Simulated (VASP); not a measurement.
A run of VASP 6.6.1:

File INCAR:

```
SYSTEM = P
  ALGO = Normal
  EDIFF = 1E-8
  ENCUT = 520
  GGA = PS
  IBRION = 6
  ISIF = 2
  ISMEAR = 0
  IVDW = 12
  LASPH = .TRUE.
  LCHARG = .FALSE.
  LREAL = .FALSE.
  LWAVE = .FALSE.
  NELM = 60
  NFREE = 2
  NSW = 1
  POTIM = 0.015
  PREC = Accurate
  SIGMA = 0.02
```

Contents of KPOINTS:

```
k-points
0
G
  12 12 12
  0 0 0
```

POSCAR

```
P                                       
1.0
    1.6733725819      0.9661221134      2.7243537051
   -1.6733725819      0.9661221134      2.7243537051
    0.0000000000     -1.9322442158      2.7243537046
  P             
     2
Direct
     0.2436760021316468    0.2436760021316468    0.2436760021309434
     0.7563239978683532    0.7563239978683532    0.7563239978690638
```

Potentials or basis: VASP PAW PBE potentials, release 64 (P).

The run is started by

```sh
$ cat potpaw_PBE.64/P/POTCAR > POTCAR
$ mpirun -np 1 vasp_std > vasp.out
```

Hardware: 1 thread of Intel(R) Xeon(R) Platinum 8259CL CPU @ 2.50GHz (Skylake/Cascade Lake), with other jobs on the host.

Task: How long does it take, and how much memory?

Result: Wall time 5.3 min on 1 thread of Intel(R) Xeon(R) Platinum 8259CL CPU @ 2.50GHz (Skylake/Cascade Lake), on a shared host, peak memory 0.4 GiB. Counts: scf iterations 47, k points 189.
